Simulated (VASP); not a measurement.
Wanted: the native input for a VASP 6.6.1 run.

* Task: single point
* Functional: PBE
* Potentials or basis: VASP PAW PBE potentials, release 64 (Sb_d_GW)
* Cutoff: 400 eV
* k mesh: 4 × 4 × 4
* Occupations: gaussian, width 0.02 eV
* Spin: no spin polarisation
* Further INCAR settings: ALGO = Normal; EDIFF = 1e-06; NBANDS = 14

The structure of Sb lies in POSCAR:

```
Sb
1.0
    3.1600000000      0.0000000000      0.0000000000
    0.0000000000      3.1600000000      0.0000000000
    0.0000000000      0.0000000000      3.1600000000
Sb
1
Direct
    0.0000000000      0.0000000000      0.0000000000
```

This isn't the form of Sb at room conditions, which is rhombohedral.

One way to write it, as run:

INCAR

```
SYSTEM = Sb
PREC     = Accurate       ! precision mode
ENCUT    = 400            ! plane-wave cutoff, eV
EDIFF    = 1E-6           ! SCF threshold, eV
ISMEAR   = 0              ! smearing method
SIGMA    = 0.02           ! smearing width, eV
LREAL    = .FALSE.        ! projectors in reciprocal space
LASPH    = .TRUE.         ! aspherical terms in the spheres
NELM     = 60             ! most SCF steps
ALGO     = Normal         ! electronic algorithm
ISIF     = 2              ! what is computed and relaxed
LWAVE    = .FALSE.        ! write WAVECAR
LCHARG   = .FALSE.        ! write CHGCAR
GGA      = PE             ! functional
NBANDS   = 14             ! bands
```

KPOINTS

```
Automatic mesh
0
G
  4 4 4
  0 0 0
```

Potentials or basis: VASP PAW PBE potentials, release 64 (Sb_d_GW).

The run is started by

```console
$ cat potpaw_PBE.64/Sb_d_GW/POTCAR > POTCAR
$ mpirun -np 1 vasp_std > vasp.out
```

Results of the run:

```json
{
 "Pressure": "-3.2 GPa",
 "Band gap on the k mesh": "none (metal or under the smearing width)"
}
```

Caveat: the k mesh is coarse (spacing up to 0.50 Å⁻¹), so the values aren't converged.

It took 4.3 s on 1 thread of Intel(R) Xeon(R) 6975P-C (Granite Rapids), on a shared host, peak memory 0.13 GiB.
